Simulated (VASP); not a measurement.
# InP: single point with PBE

**Experimental background.**

From a printed reference work, data compilation, for a bulk crystal of InP at 1.6 K: band gap 1.4236 eV (direct).

The system is InP.

```
In P
1.0
     0.00000    2.93435    2.93435
     2.93435    0.00000    2.93435
     2.93435    2.93435    0.00000
In P
1 1
Cartesian
  0.0000 0.0000 0.0000
  4.4015 4.4015 4.4015
```

```yaml
Program: VASP 6.6.1
Task: single point
Functional: PBE
Potentials_or_basis: VASP PAW PBE potentials, release 64 (In_d, P)
Cutoff: 520 eV
k_mesh: 8 × 8 × 8
Occupations: gaussian, width 0.01 eV
Spin: no spin polarisation
Dipole_correction: no
Further_INCAR_settings: ALGO = Normal; EDIFF = 1e-06; NBANDS = 16
```

```
Pressure               : 3.0 GPa
Band gap on the k mesh : 0.69 eV, direct
```

Levels at points of the mesh, in eV from the valence-band top:
| k point | band 6 | band 7 | band 8 | band 9 | band 10 | band 11 | band 12 | band 13 |
| --- | --- | --- | --- | --- | --- | --- | --- | --- |
| (0.00, 0.00, 0.00) | -11.49 | 0.00 | 0.00 | 0.00 | 0.69 | 4.09 | 4.09 | 4.09 |
| (0.50, 0.00, 0.00) | -9.78 | -5.71 | -0.97 | -0.97 | 1.49 | 4.81 | 4.81 | 7.09 |
| (0.50, 0.50, 0.00) | -9.13 | -5.73 | -2.31 | -2.31 | 1.77 | 2.27 | 9.19 | 9.57 |

Wall time 30 s on 1 thread of Intel Xeon 8259CL, with other jobs on the host, peak memory 0.18 GiB.

A measured gap of InP is 1.4236 eV (direct; 1.6 K; a printed reference work, data compilation); the calculated 0.69 eV misses it by -0.73 eV. Spin-orbit coupling on In is left out. The value is that of PBE, without temperature or zero-point motion. Semilocal functionals fall short of measured gaps as a rule.

Caveat: spin-orbit coupling is left out, which moves the levels of the heavy elements.
